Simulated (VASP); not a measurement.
Input of a VASP 6.6.1 run:

Contents of POSCAR:

```
PbS
1.0
    0.0000000000      2.9657500000      2.9657500000
    2.9657500000      0.0000000000      2.9657500000
    2.9657500000      2.9657500000      0.0000000000
Pb S
1 1
Direct
    0.0000000000      0.0000000000      0.0000000000
    0.5000000000      0.5000000000      0.5000000000
```

File INCAR.step1:

```
  PREC = Accurate
  ENCUT = 600
  EDIFF = 1E-8
  ISMEAR = -1
  SIGMA = 0.05
  LREAL = F
  LASPH = T
  NELM = 60
  ALGO = Fast
  ISIF = 3
  LWAVE = F
  LCHARG = F
  GGA = PE
  IBRION = 2
  NSW = 40
  EDIFFG = -0.002
```

INCAR.step2

```
  PREC = Accurate
  ENCUT = 600
  EDIFF = 1E-8
  ISMEAR = -1
  SIGMA = 0.05
  LREAL = F
  LASPH = T
  NELM = 60
  ALGO = Fast
  ISIF = 3
  LWAVE = F
  LCHARG = F
  GGA = PE
  IBRION = 6
  NFREE = 2
  POTIM = 0.015
  NSW = 1
```

The input KPOINTS:

```
Automatic mesh
0
Gamma
  6 6 6
```

Potentials or basis: VASP PAW PBE potentials, release 64 (Pb_d, S).

Launch:

```sh
$ cat potpaw_PBE.64/Pb_d/POTCAR potpaw_PBE.64/S/POTCAR > POTCAR
$ cp INCAR.step1 INCAR
$ mpirun -np 1 vasp_std > vasp.out
$ cp CONTCAR POSCAR
$ cp INCAR.step2 INCAR
$ mpirun -np 1 vasp_std > vasp.out
```

Problem. Estimate the elastic constants C11, C12, C44.

Solution. 127, 16, 20 GPa.

Problem. Predict the Voigt bulk modulus.

Solution. 53 GPa.

Problem. Predict the highest phonon frequency at Γ, LO-TO splitting left out.

Solution. 19 cm⁻¹.

Problem. What does it give for the space group after relaxing (to 0.05 Å)?

Solution. Fm-3m (No. 225).

Problem. Estimate the relaxed cell.

Solution. a = 4.247 Å, b = 4.247 Å, c = 4.247 Å, α = 60.00°, β = 60.00°, γ = 60.00°.

Clamped-ion elastic tensor (GPa):
```
127  16  16   0   0   0
 16 127  16   0   0   0
 16  16 127   0   0   0
  0   0   0  20   0   0
  0   0   0   0  20   0
  0   0   0   0   0  20
```

Spin-orbit coupling is left out, which matters for the levels of Pb.
